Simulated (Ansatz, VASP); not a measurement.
**SiC: VASP beside Ansatz**

INCAR

```
  ALGO = Normal
  EDIFF = 1E-7
  EDIFFG = -0.04
  ENCUT = 600
  GGA = PE
  IBRION = 2
  ISIF = 3
  ISMEAR = 0
  LASPH = True
  LCHARG = False
  LREAL = False
  LWAVE = False
  NELM = 100
  NSW = 90
  PREC = Accurate
  SIGMA = 0.1
```

KPOINTS

```
k-points
0
Gamma
  6 6 6
```

Contents of POSCAR:

```
SiC
1.0
    2.9059234529      0.0000000000      0.0000000000
   -1.4529617264      2.5166035317      0.0000000000
    0.0000000000      0.0000000000      2.4965105095
Si C
1 1
Direct
    0.3333333333      0.6666666667      0.0000000000
    0.6666666667      0.3333333333      0.5000000000
```

Input for Ansatz:

```yaml
crystal:
  lattice:
    - [2.9059234529, 0.0, 0.0]
    - [-1.4529617264, 2.5166035317, 0.0]
    - [0.0, 0.0, 2.4965105095]
  atoms:
    - { symbol: Si, position: [0.3333333333, 0.6666666667, 0.0] }
    - { symbol: C, position: [0.6666666667, 0.3333333333, 0.5] }
basis:
  ecutwfc: 420
kpoints:
  mp_grid: { grid: [6, 6, 6] }
hamiltonian:
  xc: pbe
scf:
  occupations: { method: gaussian, width: 0.1 }
  lower_state_search: "off"
output:
  forces: true
  stress: true
  eigenvalues: true
relax:
  adjacent_minimum: "off"
  f_tol: 0.04
  max_steps: 70
  cell: { stress_tol: 0.4 }
```

Alike in both runs: task relaxation of cell and atoms; functional PBE; k mesh 6 × 6 × 6; occupations gaussian, width 0.1 eV; no spin polarisation.

|  | VASP | Ansatz |
| --- | --- | --- |
| version | VASP 6.6.1 | Ansatz 0.2.0 |
| potentials or method | VASP PAW PBE potentials, release 64 (Si, C) | scalar-relativistic, plane waves, PAW |
| plane-wave cutoff (eV) | 600 | 420 |
| valence electrons in the cell | 8 | 8 |

Ansatz gave:

```
gap on the k mesh at the Fermi level, each at its own relaxed structure (eV) : none
relaxed volume (Å³/atom)                                                     : 9.09
relaxed cell length with the largest relative difference (Å)                 : 2.865
energy change over the relaxation (meV/atom)                                 : -24
```

Estimate VASP's values.

gap on the k mesh at the Fermi level, each at its own relaxed structure (eV): none; relaxed volume (Å³/atom): 9.09; relaxed cell length with the largest relative difference (Å): 2.864; energy change over the relaxation (meV/atom): -23.

A gap of «none» marks a metal or a gap that the smearing closes.

Caveats: the k mesh is coarse (spacing up to 0.42 Å⁻¹), so the values aren't converged.
